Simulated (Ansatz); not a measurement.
Crystal: PbS.

```xyz
4
Lattice="2.0800 -5.9913 0.0000 2.0800 5.9913 0.0000 0.0000 0.0000 4.2793" Properties=species:S:1:pos:R:3 pbc="T T T"
Pb    2.0800    4.4268    1.0698
Pb    2.0800   -4.4268    3.2095
S     2.0800    1.7399    1.0698
S     2.0800   -1.7399    3.2095
```

Measurements of this composition are mostly on another form, of space group No. 225.

```yaml
Program: Ansatz 0.2.0
Task: relaxation of cell and atoms
Functional: RPBE
Dispersion: D3(BJ)
Potentials_or_basis: Ansatz PAW
Cutoff: "420 eV (not typed: the program's choice for these potentials)"
k_mesh: 7 × 7 × 6
Occupations: fermi-dirac, width 0.05 eV
Spin: no spin polarisation
```

At the start: volume 26.66 Å³/atom.

Question: Where does the relaxation end?

Answer: It ends after 10 steps and the volume is 20.14 Å³/atom (-24.5 %); space group Cmcm (No. 63, to 0.05 Å).

Step by step:
```tsv
step	energy change (eV)	largest force (eV/Å)	volume (Å³)
1	0.0000	0.1233	106.65
2	-0.8008	0.5883	92.36
3	-1.1732	0.3219	84.38
4	-1.2349	0.5160	79.07
5	-1.2823	0.1197	80.57
6	-1.2991	0.0397	80.51
7	-1.3001	0.0336	80.59
8	-1.3003	0.0063	80.58
9	-1.3003	0.0007	80.55
10	-1.2984	0.0011	80.55
```

Final structure:
```
Pb S
1.0
     1.85062   -5.17425    0.00000
     1.85062    5.17425    0.00000
     0.00000    0.00000    4.20614
Pb S
2 2
Direct
  0.11871 0.88129 0.25000
  0.88129 0.11871 0.75000
  0.37400 0.62600 0.25000
  0.62600 0.37400 0.75000
```

Caveat: the volume moved by over 15 % at a fixed basis, so the end points are rough; the plane-wave basis is chosen anew once the cell has moved, so the energies of steps on either side of that aren't comparable; the PAW data sets come from PBE, with cores solved anew for the run's functional, which leaves a small shift of forces and pressure.
